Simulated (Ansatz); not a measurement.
# Y (fcc type): the cost of one run

Program: Ansatz 0.2.0. Level of theory: DFT PBE, with the methods named in each step. These are calculated values, not measurements.

**1. The system as given**

It takes space group Fm-3m (No. 225, cubic). Conventional cell: a = 5.089 Å, b = 5.089 Å, c = 5.089 Å, α = 90.00°, β = 90.00°, γ = 90.00°. Y (site symmetry m-3m) has 12 Y at 3.60 Å as nearest neighbours.

As a file:

```
CELL_PARAMETERS angstrom
0.00000 2.54428 2.54428
2.54428 0.00000 2.54428
2.54428 2.54428 0.00000
ATOMIC_POSITIONS crystal
Y 0.00000 0.00000 0.00000
```

The PAW steps are scalar-relativistic and only prepare the cells; LAPW drops relativity.

**2. Fcc relaxed, PAW**

input.yaml

```yaml
crystal:
  lattice:
    - [0.0, 2.5442778266, 2.5442778266]
    - [2.5442778266, 0.0, 2.5442778266]
    - [2.5442778266, 2.5442778266, 0.0]
  atoms:
    - { symbol: "Y", position: [0.0, 0.0, 0.0] }
kpoints:
  mp_grid: { grid: [14, 14, 14] }
scf:
  occupations: { method: fermi_dirac, width: 0.05 }
hamiltonian:
  xc: pbe
  pseudopotentials: { kind: paw }
output:
  forces: true
  stress: true
relax:
  f_tol: 0.005
  max_steps: 40
  cell: {}
```

Started as:

```
$ ansatz run input.yaml --threads 1 --pin off --max-ram 3072MiB --backend cpu --events-out ev --progress --plain --runs-dir out
```

**Question.** How long does this run take on 1 thread of Arm Neoverse V1, shared host, and how much memory does it need?

About 5.4 s, with a peak of 0.31 GiB.
